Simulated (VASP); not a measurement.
# C (Fd-3m) in VASP: a series of runs, part 2 of 2

VASP 6.6.1.

### 4 G0W0 quasiparticle levels, PBE

POSCAR reads:

```
C
1.0
    0.0000000000      1.7833700000      1.7833700000
    1.7833700000      0.0000000000      1.7833700000
    1.7833700000      1.7833700000      0.0000000000
C
2
Direct
    0.7500000000      0.7500000000      0.7500000000
    0.5000000000      0.5000000000      0.5000000000
```

INCAR.step1 reads:

```
PREC = Accurate
ENCUT = 450
EDIFF = 1E-8
ISMEAR = 0
SIGMA = 0.01
LREAL = F
LASPH = T
NELM = 100
ALGO = Normal
LWAVE = T
LCHARG = F
GGA = PE
```

INCAR.step2 reads:

```
PREC = Accurate
ENCUT = 450
EDIFF = 1E-8
ISMEAR = 0
SIGMA = 0.01
LREAL = F
LASPH = T
NELM = 1
ALGO = Exact
LWAVE = T
LCHARG = F
GGA = PE
NBANDS = 16
LOPTICS = T
ISTART = 1
```

INCAR.step3 reads:

```
PREC = Accurate
ENCUT = 450
EDIFF = 1E-8
ISMEAR = 0
SIGMA = 0.01
LREAL = F
LASPH = T
ALGO = EVGW0
LWAVE = F
LCHARG = F
GGA = PE
NELMGW = 1
NBANDS = 16
ENCUTGW = 50
NOMEGA = 48
PRECFOCK = Fast
ISTART = 1
NBANDSGW = 12
```

KPOINTS reads:

```
Automatic mesh
0
Gamma
  3 3 3
```

Potentials or basis: VASP PAW PBE potentials, release 64 (C_GW).

Command:

```sh
$ cat potpaw_PBE.64/C_GW/POTCAR > POTCAR
$ cp INCAR.step1 INCAR
$ mpirun -np 1 vasp_std > vasp.out
$ cp INCAR.step2 INCAR
$ mpirun -np 1 vasp_std > vasp.out
$ cp INCAR.step3 INCAR
$ mpirun -np 1 vasp_std > vasp.out
```

OUTCAR:

```text
PREC = Accurate
   ENCUT = 450
   EDIFF = 1E-8
   ISMEAR = 0
   LREAL = F
   LASPH = T
   GGA = PE
   NELMGW = 1
   ENCUTGW = 50
   PRECFOCK = Fast
   ISTART = 1

 Found      4 irreducible k-points:

 Following reciprocal coordinates:
            Coordinates               Weight
  0.000000  0.000000  0.000000      1.000000
  0.333333  0.000000  0.000000      8.000000
  0.333333  0.333333  0.000000      6.000000
 -0.333333  0.333333  0.000000     12.000000
   k-points           NKPTS =      4   k-points in BZ     NKDIM =     27   number of bands    NBANDS=     16
   number of dos      NEDOS =    301   number of ions     NIONS =      2
   total plane-waves  NPLWV =   5832
   dimension x,y,z NGX =    18 NGY =   18 NGZ =   18
   dimension x,y,z NGXF=    36 NGYF=   36 NGZF=   36
   ions per type =               2
   NGX,Y,Z   is equivalent  to a cutoff of  11.86, 11.86, 11.86 a.u.
[... 55 lines left out ...]
   NELMHF              =     1    number of iterations in the inner HF iteration
   NKREDLFX            =     1    NKREDLFY  =   1   NKREDLFZ  =   1
 non-spin polarized calculation
 Gauss-broadening in eV      SIGMA  =   0.01
  energy-cutoff  :      450.00
  volume of cell :       11.34
 maximum number of plane-waves:       259
 NGX is ok and might be reduce to    18
  NGX = 10; NGY = 10; NGZ = 10
   NGX =  9   NGY =  9   NGZ =  9
 maximum number of plane-waves:        15
 NGX is ok and might be reduce to    10

 QP shifts <psi_nk| G(iteration)W_0 |psi_nk>: iteration 1
 for sc-GW calculations column KS-energies equals QP-energies in previous step
 and V_xc(KS)=  KS-energies - (<T + V_ion + V_H > + <T+V_H+V_ion>^1  + <V_x>^1)

 k-point   1 :       0.0000    0.0000    0.0000
  band No.  KS-energies  QP-energies   sigma(KS)   V_xc(KS)     V^pw_x(r,r')   Z            occupation Imag(sigma)

      1     -11.6473     -12.5701     -15.9824     -14.7556     -25.3472       0.7522       2.0000       1.5816
      2       9.8679      10.3501     -16.2362     -16.8171     -19.9899       0.8300       2.0000       0.1227
      3       9.8679      10.3501     -16.2362     -16.8171     -19.9899       0.8300       2.0000       0.1227
      4       9.8679      10.3501     -16.2362     -16.8171     -19.9899       0.8300       2.0000       0.1227
      5      15.4341      17.3024     -13.2384     -15.5106      -8.7983       0.8222       0.0000      -0.1268
      6      15.4341      17.3024     -13.2384     -15.5106      -8.7983       0.8222       0.0000      -0.1268
      7      15.4341      17.3024     -13.2384     -15.5106      -8.7983       0.8222       0.0000      -0.1268
      8      23.1878      25.0684     -13.9904     -16.3713      -7.5094       0.7899       0.0000      -0.3152
      9      29.1228      30.1072     -10.5824     -11.7768      -4.2105       0.8241       0.0000      -0.4913
     10      36.3294      38.4589     -11.2746     -13.8641      -5.7988       0.8224       0.0000      -0.5655
     11      36.3294      38.4589     -11.2746     -13.8641      -5.7988       0.8224       0.0000      -0.5655
     12      37.3230      38.8644      -9.5788     -11.4342      -3.1747       0.8308       0.0000      -1.0462
[... 36 lines left out ...]
      1      -4.2127      -4.9501     -16.6079     -15.6623     -23.8906       0.7797       2.0000       0.6348
      2      -1.0910      -1.6477     -16.3794     -15.6693     -22.6185       0.7839       2.0000       0.3908
      3       0.4601       0.0462     -15.2496     -14.7311     -20.4133       0.7983       2.0000       0.2746
      4       5.1713       5.1953     -15.9882     -16.0176     -20.5476       0.8140       2.0000       0.1692
      5      16.1747      17.4460     -12.3023     -13.8331      -7.4417       0.8305       0.0000      -0.1406
      6      22.7827      25.3426     -13.0747     -16.2645      -7.3004       0.8025       0.0000      -0.2646
      7      23.3949      25.6765     -12.9510     -15.8044      -6.9698       0.7996       0.0000      -0.2814
      8      24.8609      27.2791     -13.2209     -16.2715      -6.8366       0.7927       0.0000      -0.3481
      9      26.7823      28.4371     -11.7583     -13.7675      -6.2290       0.8236       0.0000      -0.2996
     10      33.5173      35.2245     -10.8716     -12.9221      -5.2095       0.8326       0.0000      -0.5338
     11      34.6985      37.2405     -11.9475     -15.1757      -4.6899       0.7874       0.0000      -0.7942
     12      43.6201      45.4768      -9.7959     -12.0205      -3.2034       0.8346       0.0000      -1.2965
```

Wall time 3.6 s (1 thread of AMD EPYC 9R45 (Zen 5), shared host); peak memory 0.08 GiB.

These settings aren't checked as converged: the numbers below hold their error.

Results:

| Property | Result |
| --- | --- |
| Band gap on the k mesh, mean-field level | 4.11 eV, indirect (least direct gap 5.57 eV) |
| Quasiparticle gap | 4.83 eV |
| Least direct quasiparticle gap | 6.95 eV |

Caveat: the k mesh is coarse (spacing up to 1.02 Å⁻¹), so the values aren't converged; the cutoff is under 1.25 times the usual one of these potentials, so pressure, stress and relaxed cells hold a basis-set (Pulay) error; bands, screening cutoff and mesh are small and nothing is extrapolated, so the quasiparticle values aren't converged; an odd mesh through Γ misses points on the zone boundary, where band edges often lie.

### 5 G0W0 quasiparticle levels, PBE

POSCAR is that of step 4.

INCAR.step1 is that of step 4.

INCAR.step2 is that of step 4.

INCAR.step3, as its differences from that of step 4:

```diff
@@ -13,3 +13,3 @@
 NBANDS = 16
-ENCUTGW = 50
+ENCUTGW = 100
 NOMEGA = 48
```

KPOINTS is that of step 4.

Potentials or basis: VASP PAW PBE potentials, release 64 (C_GW).

Command:

```sh
$ cat potpaw_PBE.64/C_GW/POTCAR > POTCAR
$ cp INCAR.step1 INCAR
$ mpirun -np 1 vasp_std > vasp.out
$ cp INCAR.step2 INCAR
$ mpirun -np 1 vasp_std > vasp.out
$ cp INCAR.step3 INCAR
$ mpirun -np 1 vasp_std > vasp.out
```

OUTCAR:

```text
PREC = Accurate
   ENCUT = 450
   EDIFF = 1E-8
   ISMEAR = 0
   LREAL = F
   LASPH = T
   GGA = PE
   NELMGW = 1
   ENCUTGW = 100
   PRECFOCK = Fast
   ISTART = 1

 Found      4 irreducible k-points:

 Following reciprocal coordinates:
[... 86 lines left out ...]

      1     -11.6473     -12.8337     -16.3427     -14.7556     -25.3472       0.7476       2.0000       1.6034
      2       9.8679      10.1010     -16.5337     -16.8171     -19.9899       0.8222       2.0000       0.1176
      3       9.8679      10.1010     -16.5337     -16.8171     -19.9899       0.8222       2.0000       0.1176
      4       9.8679      10.1010     -16.5337     -16.8171     -19.9899       0.8222       2.0000       0.1176
      5      15.4341      17.2276     -13.3091     -15.5106      -8.7983       0.8147       0.0000      -0.1278
      6      15.4341      17.2276     -13.3091     -15.5106      -8.7983       0.8147       0.0000      -0.1278
      7      15.4341      17.2276     -13.3091     -15.5106      -8.7983       0.8147       0.0000      -0.1278
      8      23.1878      24.9994     -14.0427     -16.3713      -7.5094       0.7780       0.0000      -0.3246
      9      29.1228      30.0851     -10.6027     -11.7768      -4.2105       0.8195       0.0000      -0.4842
     10      36.3294      38.6181     -11.1129     -13.8641      -5.7988       0.8319       0.0000      -0.5592
     11      36.3294      38.6181     -11.1129     -13.8641      -5.7988       0.8319       0.0000      -0.5592
     12      37.3230      38.9009      -9.5364     -11.4342      -3.1747       0.8314       0.0000      -1.0813
[... 36 lines left out ...]
      1      -4.2127      -5.0994     -16.7946     -15.6623     -23.8906       0.7831       2.0000       0.7154
      2      -1.0910      -1.7823     -16.5561     -15.6693     -22.6185       0.7795       2.0000       0.4203
      3       0.4601      -0.0921     -15.4253     -14.7311     -20.4133       0.7954       2.0000       0.2747
      4       5.1713       4.9896     -16.2426     -16.0176     -20.5476       0.8080       2.0000       0.1695
      5      16.1747      17.4937     -12.2357     -13.8331      -7.4417       0.8256       0.0000      -0.1385
      6      22.7827      25.1073     -13.3319     -16.2645      -7.3004       0.7927       0.0000      -0.2844
      7      23.3949      25.4993     -13.1420     -15.8044      -6.9698       0.7904       0.0000      -0.2985
      8      24.8609      27.0532     -13.4675     -16.2715      -6.8366       0.7819       0.0000      -0.3724
      9      26.7823      28.3907     -11.8083     -13.7675      -6.2290       0.8209       0.0000      -0.3020
     10      33.5173      35.3202     -10.7668     -12.9221      -5.2095       0.8365       0.0000      -0.5482
     11      34.6985      36.9233     -12.3170     -15.1757      -4.6899       0.7782       0.0000      -0.8315
     12      43.6201      45.3990      -9.8744     -12.0205      -3.2034       0.8289       0.0000      -1.2873
```

OUTCAR.step2:

```text
PREC = Accurate
   ENCUT = 450
   EDIFF = 1E-8
   ISMEAR = 0
   LREAL = F
[... 517 lines left out ...]
     0.00000     9.76788     9.76788     9.76788    -0.00000    -0.00000     0.00000
     0.82527     9.85884     9.85884     9.85884    -0.00000    -0.00000     0.00000
     1.65054    10.15327    10.15327    10.15327    -0.00000    -0.00000     0.00000
     2.47581    10.72060    10.72060    10.72060    -0.00000    -0.00000     0.00000
     3.30109    11.74924    11.74924    11.74924    -0.00000    -0.00000     0.00000
     4.12636    13.85008    13.85008    13.85008    -0.00000    -0.00000     0.00000
[... 92 lines left out ...]
    80.87661     0.82377     0.82377     0.82377     0.00000     0.00000    -0.00000
    81.70188     0.82767     0.82767     0.82767     0.00000     0.00000    -0.00000
```

It took 3.6 s on 1 thread of AMD EPYC 9R45 (Zen 5), shared host; peak memory 0.08 GiB.

These settings aren't checked as converged: the numbers below hold their error.

Results:

```
Band gap on the k mesh, mean-field level : 4.11 eV, indirect (least direct gap 5.57 eV)
Quasiparticle gap                        : 5.14 eV
Least direct quasiparticle gap           : 7.13 eV
```

Caveat: the k mesh is coarse (spacing up to 1.02 Å⁻¹), so the values aren't converged; the cutoff is under 1.25 times the usual one of these potentials, so pressure, stress and relaxed cells hold a basis-set (Pulay) error; bands, screening cutoff and mesh are small and nothing is extrapolated, so the quasiparticle values aren't converged; an odd mesh through Γ misses points on the zone boundary, where band edges often lie.

### 6 The reference run

An earlier run on the cell as given: functional PBE; potentials or basis VASP PAW PBE potentials, release 64 (C); cutoff 520 eV; k mesh 13 × 13 × 13; occupations fermi-dirac, width 0.05 eV; no spin polarisation.

* Pressure: 2.5 GPa
* Band gap on the k mesh: 4.14 eV, indirect (least direct gap 5.59 eV)
